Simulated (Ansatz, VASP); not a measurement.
**ZnAu in VASP and in Ansatz**

INCAR

```
PREC     = Accurate       # precision mode
ENCUT    = 520            # plane-wave cutoff, eV
EDIFF    = 1E-7           # SCF threshold, eV
ISMEAR   = 0              # smearing method
SIGMA    = 0.1            # smearing width, eV
LREAL    = False          # projectors in reciprocal space
LASPH    = True           # aspherical terms in the spheres
NELM     = 100            # most SCF steps
ALGO     = Fast           # electronic algorithm
ISIF     = 2              # what is computed and relaxed
LWAVE    = False          # write WAVECAR
LCHARG   = True           # write CHGCAR
GGA      = PE             # functional
LELF     = True           # ELF
LVHAR    = True         
NBANDS   = 18             # bands
```

KPOINTS

```
Automatic mesh
0
Gamma
  14 14 14
```

POSCAR

```
ZnAu
1.0
    3.1069072200      0.0000000000      0.0000000000
    0.0000000000      3.1069072200      0.0000000000
    0.0000000000      0.0000000000      3.1069072200
Zn Au
1 1
Direct
    0.5000000000      0.5000000000      0.5000000000
    0.0000000000      0.0000000000      0.0000000000
```

Input for Ansatz:

```yaml
crystal:
  lattice:
    - [3.10690722, 0.0, 0.0]
    - [0.0, 3.10690722, 0.0]
    - [0.0, 0.0, 3.10690722]
  atoms:
    - { symbol: Zn, position: [0.5, 0.5, 0.5] }
    - { symbol: Au, position: [0.0, 0.0, 0.0] }
basis:
  ecutwfc: 420
kpoints:
  mp_grid: { grid: [14, 14, 14] }
hamiltonian:
  xc: pbe
scf:
  occupations: { method: gaussian, width: 0.1 }
output:
  forces: true
  stress: true
  eigenvalues: true
```

Alike in both runs: task single point; functional PBE; k mesh 14 × 14 × 14; occupations gaussian, width 0.1 eV; no spin polarisation.

|  | VASP | Ansatz |
| --- | --- | --- |
| version | VASP 6.6.1 | Ansatz 0.2.0 |
| potentials or method | VASP PAW PBE potentials, release 64 (Zn, Au) | scalar-relativistic, plane waves, PAW |
| plane-wave cutoff (eV) | 520 | 420 |
| valence electrons in the cell | 23 | 31 |

|  | VASP | Ansatz | Ansatz less VASP |
| --- | --- | --- | --- |
| gap on the k mesh at the Fermi level (eV) | none | none | - |
| pressure (GPa) | 11.0 | 10.9 | -0.16 |

A gap of «none» marks a metal or a gap that the smearing closes. The two sets of potentials don't hold the same shells in valence.

Spin-orbit coupling is left out, which matters for the levels of Au.
